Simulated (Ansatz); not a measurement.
**Magnetic orders in CoPt**

Consider CoPt (space group P4/mmm, No. 123; ferromagnetic).

```
CoPt
1.0
    2.65950     0.00000     0.00000
    0.00000     2.65950     0.00000
    0.00000     0.00000     3.66179
Co Pt
1 1
Direct
  0.50000   0.50000   0.50000
  0.00000   0.00000   0.00000
```

Each order is relaxed in cell and atoms; arrows give the starting signs on the magnetic atoms.

Computed with Ansatz (a program for electronic structure) PBEsol, no spin-orbit coupling.

Candidates:
(a) ↑↓ start, q = (0, 0, 1/2), 4 atoms
(b) non-magnetic
(c) ↑↓ start, q = (1/2, 1/2, 0), 4 atoms

For the base:

| Item | Value |
|---|---|
| Shortest interatomic distance | 2.625 Å |

Question: Order them by shortest interatomic distance, highest first.

Answer: (c) ↑↓ start, q = (1/2, 1/2, 0), 4 atoms (2.625 Å), (a) ↑↓ start, q = (0, 0, 1/2), 4 atoms (2.611 Å), (b) non-magnetic (2.592 Å)

The magnetic state is the one reached from the starting moments; the real material's order can differ, and small cells can't hold many antiferromagnetic ones. Stability against distortions was not tested. Seeded moments were not kept for ↑↓ start, q = (1/2, 1/2, 0), 4 atoms. Spin-polarised in the final run: ↑↓ start, q = (0, 0, 1/2), 4 atoms, base and ↑↓ start, q = (1/2, 1/2, 0), 4 atoms; the other runs are not.
